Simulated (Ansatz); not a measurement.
# twin(10-13) boundary in hcp Ru with Al (substitutional): structure and resistance, part 2 of 2

How much does the twin(10-13) boundary in hcp Ru with Al (substitutional) reflect electrons?

Ansatz 0.2.0; Ansatz plane-wave DFT, PBE, PAW files; relaxation of a bicrystal slab with its lowest layers held; PAW set soft_1 (the session's first sound run).

So far. Step 2 (Relaxing the bicrystal): The largest force component on a free atom ends at 0.018 eV/Å, under the tolerance of 0.03, after 5 steps.

### 3. Transmission across the boundary

Bulk layers of each grain are laid under and over the relaxed boundary, and a lead is named in the middle of each, away from the free faces. The mesh across the current, 8×24, is finer than the density's, because channels open and close sharply across the zone. Energies from -0.1 to 0.1 eV in steps of 0.05 eV are too few for the program's thermal sum, so it prints no conductance; for a metal the transmission near the Fermi level serves, at a fraction of the cost.

This step: Ansatz plane-wave DFT, PBE, PAW files; ballistic transport by layer matching (Landauer), zero bias; boundary relaxed in a short slab, bulk layers laid on; PAW set soft_1 (Ansatz 0.2.0).

System of this step: twin(10-13) boundary in hcp Ru with Al (substitutional). The cell holds 73 atoms: 72 Ru and 1 Al. Cell: a = 8.342 Å, b = 2.706 Å, c = 52.853 Å, α = 90.0°, β = 90.0°, γ = 80.7°. It derives from Ru. Regions: lower grain, 28 atoms (28 Ru); boundary, 21 atoms (20 Ru and 1 Al); upper grain, 24 atoms (24 Ru). Vacuum lies along c.

File input.yaml:

```yaml
crystal:
  lattice:
    - [8.3417110409, 0.0, 0.0]
    - [0.4388400416, 2.669976228, 0.0]
    - [0.0, 0.0, 52.8527051095]
  atoms:
    - { symbol: Ru, position: [4.6263567791, -10.3548450563, 0.0756820297] }
    - { symbol: Ru, position: [4.9237476689, -10.5035405011, 0.0949017709] }
    - { symbol: Ru, position: [4.3832258469, -9.7332795902, 0.0987457191] }
    - { symbol: Ru, position: [4.6806167368, -9.881975035, 0.1179654603] }
    - { symbol: Ru, position: [4.1400949148, -9.1117141241, 0.1218094085] }
    - { symbol: Ru, position: [4.4374858046, -9.2604095689, 0.1410291497] }
    - { symbol: Ru, position: [3.8969639826, -8.490148658, 0.1448730979] }
    - { symbol: Ru, position: [4.1943548724, -8.6388441028, 0.1640928391] }
    - { symbol: Ru, position: [3.6538330504, -7.8685831919, 0.1679367873] }
    - { symbol: Ru, position: [3.9512239403, -8.0172786368, 0.1871565284] }
    - { symbol: Ru, position: [3.4107021182, -7.2470177258, 0.1910004767] }
    - { symbol: Ru, position: [3.7080930081, -7.3957131707, 0.2102202178] }
    - { symbol: Ru, position: [3.1675711861, -6.6254522598, 0.2140641661] }
    - { symbol: Ru, position: [3.4649620759, -6.7741477046, 0.2332839072] }
    - { symbol: Ru, position: [2.9244402539, -6.0038867937, 0.2371278554] }
    - { symbol: Ru, position: [3.2218311437, -6.1525822385, 0.2563475966] }
    - { symbol: Ru, position: [2.6813093217, -5.3823213276, 0.2601915448] }
    - { symbol: Ru, position: [2.9787002116, -5.5310167724, 0.279411286] }
    - { symbol: Ru, position: [2.4381783895, -4.7607558615, 0.2832552342] }
    - { symbol: Ru, position: [2.7355692794, -4.9094513063, 0.3024749754] }
    - { symbol: Ru, position: [2.1950474574, -4.1391903954, 0.3063189236] }
    - { symbol: Ru, position: [2.4924383472, -4.2878858402, 0.3255386647] }
    - { symbol: Ru, position: [1.9519165252, -3.5176249293, 0.329382613] }
    - { symbol: Ru, position: [2.249307415, -3.6663203741, 0.3486023541] }
    - { symbol: Ru, position: [1.708785593, -2.8960594632, 0.3524463024] }
    - { symbol: Ru, position: [2.0061764829, -3.0447549081, 0.3716660435] }
    - { symbol: Ru, position: [1.4656546609, -2.2744939971, 0.3755099917] }
    - { symbol: Ru, position: [1.7630455507, -2.423189442, 0.3947297329] }
    - { symbol: Ru, position: [0.2225237287, 0.347071469, 0.3985736811] }
    - { symbol: Ru, position: [0.5199146185, 0.1983760241, 0.4177934223] }
    - { symbol: Ru, position: [0.9777092692, 0.9694164456, 0.4211733688] }
    - { symbol: Ru, position: [0.2760997738, 0.8202765363, 0.4403807476] }
    - { symbol: Ru, position: [0.7321309856, 0.5924849262, 0.4455347059] }
    - { symbol: Ru, position: [0.0252160207, 0.4455643356, 0.4639570998] }
    - { symbol: Ru, position: [0.486517529, 0.2148083936, 0.4682465074] }
    - { symbol: Ru, position: [0.7984089063, 0.0590393292, 0.4880573846] }
    - { symbol: Ru, position: [0.2408519528, 0.8378382909, 0.4899314745] }
    - { symbol: Al, position: [0.5480038127, 0.683964581, 0.5113086379] }
    - { symbol: Ru, position: [0.2420243057, 0.8368056072, 0.5330930305] }
    - { symbol: Ru, position: [0.7960926477, 0.0597268464, 0.5349560697] }
    - { symbol: Ru, position: [0.486362527, 0.2146246087, 0.5546489191] }
    - { symbol: Ru, position: [0.0249119413, 0.4454366403, 0.5587212611] }
    - { symbol: Ru, position: [0.7325590026, 0.5917481994, 0.5774634955] }
    - { symbol: Ru, position: [0.2763893988, 0.8196059611, 0.5827948673] }
    - { symbol: Ru, position: [0.9786712022, 0.9687378474, 0.6010302796] }
    - { symbol: Ru, position: [0.5184199138, 0.198891864, 0.6054168006] }
    - { symbol: Ru, position: [0.2191936146, 0.3481879636, 0.6248866773] }
    - { symbol: Ru, position: [0.7630369844, 0.5766381143, 0.6280067828] }
    - { symbol: Ru, position: [0.4655520342, 0.7254217285, 0.6478808713] }
    - { symbol: Ru, position: [2.0061208864, -3.0448832671, 0.6513976459] }
    - { symbol: Ru, position: [1.7087299965, -2.8961878223, 0.670617387] }
    - { symbol: Ru, position: [2.2492518185, -3.6664487332, 0.6744613353] }
    - { symbol: Ru, position: [1.9518609287, -3.5177532884, 0.6936810764] }
    - { symbol: Ru, position: [2.4923827507, -4.2880141993, 0.6975250246] }
    - { symbol: Ru, position: [2.1949918609, -4.1393187545, 0.7167447658] }
    - { symbol: Ru, position: [2.7355136829, -4.9095796654, 0.720588714] }
    - { symbol: Ru, position: [2.4381227931, -4.7608842206, 0.7398084552] }
    - { symbol: Ru, position: [2.9786446151, -5.5311451315, 0.7436524034] }
    - { symbol: Ru, position: [2.6812537252, -5.3824496866, 0.7628721446] }
    - { symbol: Ru, position: [3.2217755472, -6.1527105975, 0.7667160928] }
    - { symbol: Ru, position: [2.9243846574, -6.0040151527, 0.7859358339] }
    - { symbol: Ru, position: [3.4649064794, -6.7742760636, 0.7897797822] }
    - { symbol: Ru, position: [3.1675155896, -6.6255806188, 0.8089995233] }
    - { symbol: Ru, position: [3.7080374116, -7.3958415297, 0.8128434716] }
    - { symbol: Ru, position: [3.4106465217, -7.2471460849, 0.8320632127] }
    - { symbol: Ru, position: [3.9511683438, -8.0174069958, 0.8359071609] }
    - { symbol: Ru, position: [3.6537774539, -7.868711551, 0.8551269021] }
    - { symbol: Ru, position: [4.1942992759, -8.6389724619, 0.8589708503] }
    - { symbol: Ru, position: [3.8969083861, -8.4902770171, 0.8781905915] }
    - { symbol: Ru, position: [4.4374302081, -9.260537928, 0.8820345397] }
    - { symbol: Ru, position: [4.1400393183, -9.1118424832, 0.9012542809] }
    - { symbol: Ru, position: [4.6805611403, -9.8821033941, 0.9050982291] }
    - { symbol: Ru, position: [4.3831702504, -9.7334079493, 0.9243179703] }
kpoints:
  mp_grid: { grid: [3, 9, 1] }
hamiltonian:
  xc: pbe
  pseudopotentials: { kind: paw, azcp: { folder: soft_1 } }
scf:
  occupations: { method: fermi_dirac, width: 0.1 }
output:
  transmission:
    leads: [[16, 18], [57, 59]]
    kmesh: [8, 24]
    e_range: [-0.1, 0.1]
    de: 0.05
  write_potential: true
  write_density: true
  volumetric_format: npy
  elf: true
```

Command:

```bash
$ ansatz run input.yaml --threads 4 --pin off --max-ram 15360MiB --backend cpu --events-out ev --progress --plain --runs-dir out
```

Numbers of over 12 decimals in the logs are rounded to 6 here.

The program printed:

```text
[...]
Crystal: 73 atoms, lattice volume = 1177.144 Å³
Basis set: ecut = 420 eV, 23151 PW (Γ)
Bands: 693, of which v1, the nominal top of the filled ones, is band 578 counted from 1 (577 counted from 0)
Symmetry: 1 space group operations
[...]
k-points: 14 of 27 (time reversal used)
[...]
SCF iter   1: F=—  HF=-423842.878341 eV  |F-HF|=—  |Δ(HF+E_count)|=         —  Δρ=1.10e-1  dr2=5.84e2  ethr=3.10e-3  ⟨swp⟩=6.9  Hψ=34979  notcnv=0
[...]
SCF iter  13: F=-423796.679140 eV  HF=-423796.679140 eV  |F-HF|=1.34e-8  |Δ(HF+E_count)|=   2.11e-8  Δρ=8.71e-7  dr2=1.99e-8  ethr=8.66e-12  ⟨swp⟩=9.6  Hψ=22915  notcnv=0
SCF 1 converged in 13 iterations: F = -423796.679140 eV  dr2 = 1.99e-8
[...]
transmission: 755 of 7546 steps passed
transmission: 1510 of 7546 steps passed
[...]
transmission: 7546 of 7546 steps passed
WARN: The output density's exchange-correlation potential varies sharply where the density is thin. Do not read a vacuum level from v_tot or v_xc, or from such a field of the output density. On a cell that repeats whose density bears no net charge and no dipole along the vacuum's axis use v_es (v_loc + v_h of the components); under efield.dipole_correction with no amplitude use v_es + v_field, which holds any externa [...]
SCF converged after 13 iterations
Free energy (F): -423796.679140 eV
[...]
Internal energy: -423794.484862 eV  (E = F + TS)
E sigma→0 (E₀):  -423795.582001 eV
Entropy (-TS):   -2.194278 eV (-30.059 meV/atom)
Fermi energy:    18.780346 eV
[...]
--- Band table (eV; the first three rows and the last of 14) ---
  k-point 0: bands = [... 574 lower, 18.5341, 18.5691, 18.5826, 18.6091, 18.6509, 18.6672, 18.6846, 18.6936, ... 111 higher]
  k-point 1: bands = [... 574 lower, 18.3618, 18.3763, 18.4292, 18.4349, 18.4822, 18.5222, 18.5628, 18.5782, ... 111 higher]
  k-point 2: bands = [... 574 lower, 18.2330, 18.2676, 18.3088, 18.3393, 18.3553, 18.4025, 18.4234, 18.4554, ... 111 higher]
  k-point 13: bands = [... 574 lower, 18.1101, 18.1324, 18.1474, 18.1672, 18.2019, 18.2143, 18.2411, 18.2738, ... 111 higher]
--- Transmission ---
  basis      : 195 plane waves across, 77 finite elements along
  points     : 98, standing for a mesh of 8 x 24
  energies   : 5 from -0.100000 to 0.100000 eV about the Fermi level, 0.050000 eV apart; the leads are filled to 0.000000 eV, and channels, transmission and decay are at 0.000000 eV
  crystal 0  : Ru4, at the sites [16, 18], period 2.4380 Å, over 18.28 Å; its Hamiltonian steps by up to 17.3 meV
    offset         : up to 0.0000 Å between an atom of the period and one for which it stands
    channels       : 5.083333e0 a spin
    conductance    : none, the energies end too early or step too widely for 300 K: set another output.transmission.e_range or a lower de, or, where they end at an eighth of basis.ecutwfc, a higher one
[...]
channels       : 5.104167e0 a spin
[...]
junction   : crystal 0 to crystal 1, 13.04 to 39.81 Å
    transmission   : 2.341743e0 a spin
[...]
```

Elapsed: 52 min, on 4 threads of Arm Neoverse V1, shared host; peak memory 12 GiB; 3.2 h of CPU time.

Numbers from this step:

- free energy: -423796.6791 eV
- energy at zero smearing: -423795.5820 eV
- Fermi energy: 18.78 eV
- cell area: 22.27 Å²
- transmission per spin nearest the Fermi level: 2.342
- open channels per spin nearest the Fermi level: 5.083
- open channels per spin, upper lead: 5.104
- step of the lead's potential: 17.3 meV
- step of the upper lead's potential: 17.6 meV

Per spin. Transmission, zone mean against energy, zero at the Fermi level:

```csv
energy (eV),"transmission, zone mean"
-0.1000,2.45
-0.0500,2.42
0.0000,2.34
0.0500,2.28
0.1000,2.26
```

Per spin. The open channels, zone mean by energy, zero at the Fermi level:

```csv
energy (eV),lead,upper lead
-0.1000,5.08,5.09
-0.0500,5.19,5.19
0.0000,5.08,5.10
0.0500,4.98,4.99
0.1000,4.94,4.95
```

Transmission over k1 and k2. At 0.0000 eV from the Fermi level.

Values, 22 rows by 8 columns, each cell a mean:
```
2.50 2.81 3.29 2.72 3.22 3.28 3.62 2.97
2.31 2.17 2.17 2.23 2.52 3.51 2.47 2.60
1.95 1.53 1.67 2.00 1.70 1.83 1.82 1.64
1.36 0.90 1.20 1.49 1.61 1.82 1.79 1.42
1.55 1.75 1.75 1.58 1.83 1.93 1.83 1.69
2.01 1.86 2.03 1.85 1.66 2.08 1.76 1.95
2.34 2.28 2.35 2.08 1.45 1.72 1.85 2.26
2.38 2.37 2.40 2.30 1.93 1.94 2.27 2.37
2.29 2.34 2.29 2.60 2.71 2.53 2.28 2.34
2.58 2.21 2.24 3.95 4.81 4.27 3.06 2.31
2.96 2.18 3.73 4.60 5.36 4.63 3.81 2.19
2.61 2.30 3.14 4.43 5.00 4.08 2.24 2.20
2.28 2.34 2.27 2.57 2.77 2.63 2.27 2.33
2.38 2.38 2.29 1.98 1.98 2.31 2.40 2.37
2.35 2.27 1.89 1.69 1.47 2.09 2.36 2.29
2.06 1.98 1.72 2.05 1.61 1.87 2.07 1.92
1.58 1.69 1.85 1.97 1.85 1.61 1.75 1.72
1.36 1.45 1.78 1.81 1.62 1.49 1.27 1.03
1.88 1.60 1.82 1.83 1.68 1.94 1.58 1.40
2.29 2.52 2.40 3.34 2.44 2.22 2.15 2.15
2.49 2.96 3.53 3.33 3.17 2.67 3.19 2.76
3.19 3.01 3.75 3.03 3.25 2.99 3.72 3.00
```
Columns: k1 (b1) from -0.5 to 0.375; rows upwards: k2 (b2) from -0.5 to 0.458.

Open channels over k1 and k2. At 0.0000 eV from the Fermi level.

Ten even steps from '0' (3.0) to '9' (11.0):
```
12323232
12212312
10011001
10110000
12222222
22211111
22220112
22221122
22223322
22235332
53369863
53789873
53689633
22335322
22233222
22211222
22110222
21111122
12222222
10000110
11001100
12132122
12323232
22522252
```
Columns: k1 (b1) from -0.5 to 0.375; rows upwards: k2 (b2) from -0.5 to 0.458.

Electrostatic potential energy in the ca plane at fractional y = 0.645, with atoms of Ru and Al within 0.2 Å of it. With pseudopotentials it is smooth inside the atoms' cores, unlike the true potential.

Ten even steps from '0' (-58 eV) to '9' (21 eV), each cell a mean:
```
89878999987789974358999999999633689877899998
99999999998899998789999999999877899988999999
99999887899999999999999999999999999999988789
99999622489987668999999999999999766899962248
99998300169962015999999999999997301489830016
99998300169850003899999999999996000279830016
99999622489951004899999999999997200389962248
99999877899985347999998878999998634799987789
99998999999999889999997887899999988999999998
99854689999999999999987998799999999999999975
98510169999999999999987998899999999999999830
98300058999999999999998778999999999999999720
98510269999999999999999999999999999999999840
99865789999986789999999999999999976789999986
99999999999842268998667998657899731369999999
78999988899730048985215886313799720158998899
67899976689852269985114886203799842379976789
78999975689987789997446897535899976789975689
89999987889999999998889999888999999999987789
99988999999999987789999999999877899999999998
99877899998899973258999999999632589988899997
99766899987789861037999999998511489876899997
```
Columns run along c (16.0 Å, from fractional 0.35 to 0.65 of the cell; values clipped at the 3rd and 97th percentile), rows up along a (8.3 Å). Atoms in or near the plane, at fractional coordinates: Ru at (0.39, 0.76), Ru at (0.45, 0.73), Al at (0.51, 0.55), Ru at (0.58, 0.73), Ru at (0.63, 0.76).

Valence density in the ca plane at fractional y = 0.645, with atoms of Ru and Al within 0.2 Å of it. It is the smooth field of the valence electrons, not physical close to the nuclei.

Ten steps, logarithmic in the rise over the least value, from '0' (0 e/Å³) to '9' (11 e/Å³), each cell a mean:
```
33344322234433346764210000113577533345422223
32233222233332234443221001123344332333322223
22222344432223333333321111233333333222334433
22223578642235653323332112233223465432357864
22224799853358886323332212233234788643479985
33224799853369997322222222222235899743479985
33223578643368996322222222222225899743357864
22223344432246764211112112211123577532234443
22233333222223332221121101111122333322222333
23466532223222222222221001122222222222222346
33689853233322122332221001222232211223322479
34799963223222222332222112222333222223222479
23688853222223222332222222222333223322222468
23456532222345543223332222333322345532222345
33333322222468763234554323565323478753222233
44322234333478863236786435787433578863233332
54322345543467753236886435787432477753345532
54322345543345532235675334676422345433346542
33322344432222333333443222344333223222344433
23333333333222234543221101123455432223333333
23455322234332357764210000113577632334322234
33455322235543358874210000013688743345432234
```
Columns run along c (16.0 Å, from fractional 0.35 to 0.65 of the cell), rows up along a (8.3 Å). Atoms in or near the plane, at fractional coordinates: Ru at (0.39, 0.76), Ru at (0.45, 0.73), Al at (0.51, 0.55), Ru at (0.58, 0.73), Ru at (0.63, 0.76).

ELF in the ca plane at fractional y = 0.645, with atoms of Ru and Al within 0.2 Å of it. It is the smooth field of the valence electrons, not physical close to the nuclei.

Values, 12 rows by 16 columns, each cell a mean:
```
0.26 0.26 0.26 0.27 0.27 0.30 0.40 0.28 0.16 0.20 0.31 0.39 0.28 0.28 0.25 0.26
0.25 0.26 0.36 0.30 0.27 0.30 0.29 0.26 0.22 0.22 0.28 0.29 0.29 0.28 0.33 0.32
0.26 0.30 0.58 0.39 0.38 0.54 0.29 0.26 0.28 0.27 0.27 0.37 0.54 0.29 0.51 0.50
0.29 0.30 0.52 0.34 0.39 0.57 0.25 0.28 0.43 0.38 0.26 0.37 0.56 0.30 0.43 0.42
0.30 0.29 0.29 0.29 0.28 0.31 0.26 0.34 0.22 0.33 0.27 0.28 0.30 0.30 0.28 0.29
0.30 0.52 0.33 0.28 0.27 0.26 0.29 0.42 0.16 0.30 0.33 0.29 0.24 0.28 0.29 0.42
0.32 0.58 0.36 0.25 0.28 0.25 0.25 0.39 0.43 0.47 0.30 0.26 0.24 0.28 0.25 0.49
0.29 0.35 0.28 0.25 0.33 0.35 0.29 0.31 0.33 0.29 0.31 0.29 0.40 0.28 0.25 0.31
0.29 0.25 0.27 0.26 0.46 0.48 0.25 0.53 0.36 0.46 0.41 0.28 0.58 0.35 0.26 0.26
0.30 0.26 0.34 0.30 0.30 0.32 0.27 0.47 0.33 0.39 0.38 0.28 0.35 0.28 0.35 0.28
0.27 0.28 0.29 0.28 0.25 0.27 0.33 0.28 0.19 0.20 0.32 0.31 0.27 0.26 0.28 0.30
0.28 0.35 0.25 0.27 0.27 0.37 0.53 0.24 0.12 0.18 0.33 0.53 0.29 0.30 0.26 0.27
```
Columns run along c (16.0 Å, from fractional 0.35 to 0.65 of the cell), rows up along a (8.3 Å). Atoms in or near the plane, at fractional coordinates: Ru at (0.39, 0.76), Ru at (0.45, 0.73), Al at (0.51, 0.55), Ru at (0.58, 0.73), Ru at (0.63, 0.76).

Over the solved energies the transmission per spin lies between 2.26 and 2.45, out of 5.05 channels of the lead on average (up to 5.19).

### 4. Specific resistance

This step: Ansatz plane-wave DFT, PBE, PAW files; ballistic transport by layer matching (Landauer), zero bias; specific resistance of the boundary; PAW set soft_1 (Ansatz 0.2.0).

This step gave:

```yaml
area_resistance: 0.6554 fΩ m²
t_over_the_leads_mean_channel_count: 0.4644
```

Averaged over the energies near the Fermi level, 46.4 % of the channels pass, which makes 0.655 fΩ m².

By hand, with T and the leads' channels N averaged over the energies near the Fermi level: RA = A (h/2e²)(1/T − ½[1/N₁ + 1/N₂]) = 22.27×10⁻²⁰ m² × 12 906 Ω × (1/2.349 − ½[1/5.054 + 1/5.064]) = 0.655 fΩ m².

### 5. Summary of results

- specific resistance of the boundary: 0.655 fΩ m²
- share of channels that pass: 0.464

In words: The boundary has a specific resistance of 0.66 fΩ m². The boundary reflects 54 % of the channels; 0.66 fΩ m² is 6.6×10⁻¹² Ω·cm². One Al in 22.3 Å² of boundary is a high coverage. Each plane of this narrow cell holds one atom, so the solute fills a whole plane. One starting structure was relaxed; another shift or atom count at the boundary may lie lower.

[Logs are printed without paths, hosts, clocks, repeated set-up lines and the standing remarks that a program may print on its own settings, such as how far it seeks lower states.]

[Hosts, paths, dates, database ids (printed as entryN), source tags and the programs' standing remarks are cut or masked in the printed files.]
